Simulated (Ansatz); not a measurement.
Bi: electron localisation function with PBE+D3(BJ)

Bi:

```
Bi
1.0
     2.26750    1.30914    3.93800
    -2.26750    1.30914    3.93800
     0.00000   -2.61828    3.93800
Bi
2
Direct
  0.76600 0.76600 0.76600
  0.23400 0.23400 0.23400
```

```json
{
  "Program": "Ansatz 0.2.0",
  "Task": "electron localisation function",
  "Functional": "PBE",
  "Dispersion": "D3(BJ)",
  "Potentials or basis": "Ansatz PAW",
  "Cutoff": "420 eV (not typed: the program's choice for these potentials)",
  "k mesh": "7 × 7 × 7",
  "Occupations": "gaussian, width 0.05 eV",
  "Spin": "spin-orbit coupling, no magnetisation"
}
```

The pressure is 1.0 GPa, the largest force is 0.153 eV/Å and the band gap on the k mesh is 0.04 eV, indirect (least direct gap 0.25 eV).

Forces in eV/Å, atoms in the order of the input:
```
Bi   0.000  0.000 -0.153
Bi   0.000  0.000  0.153
```

Stress tensor (GPa, compression positive):
```
1.10 0.00 0.00
0.00 1.10 0.00
0.00 0.00 0.74
```

Levels at points of the mesh, in eV from the valence-band top:
```tsv
k point	band 26	band 27	band 28	band 29	band 30	band 31	band 32	band 33	band 34	band 35
(0.00, 0.00, 0.00)	-2.93	-0.71	-0.71	-0.50	-0.50	0.96	0.96	3.35	3.35	3.70
```

Run time: 12 s on 1 thread of Intel(R) Xeon(R) 6975P-C (Granite Rapids), with other jobs on the host, peak memory 0.52 GiB.

Caveat: odd divisions of the mesh miss points on the zone boundary, where band edges often lie, so the gap on the mesh can be too wide. A k mesh can miss the band edges.
